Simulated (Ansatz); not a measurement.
System: Ge (fcc type), 1 atom in the cell.

Level of theory: PBE, all-electron LAPW, point nucleus in Ansatz.

k-mesh 4×4×4 Γ-centred; Fermi–Dirac smearing of 0.15 eV; no spin polarisation.

```
Ge
1.0
     0.00000    2.14000    2.14000
     2.14000    0.00000    2.14000
     2.14000    2.14000    0.00000
Ge
1
Direct
  0.00000 0.00000 0.00000
```

**Question.** Is the cell under compression or tension, and by how much?

**Answer.** The pressure is 0.17 GPa, so at these settings the cell is compressed and would expand.

The k-mesh is coarse, so these values belong to this mesh and can lie far from the converged ones. This cubic structure is a model: it isn't the usual form of the substance at ambient conditions, and such phases are metastable or hypothetical.
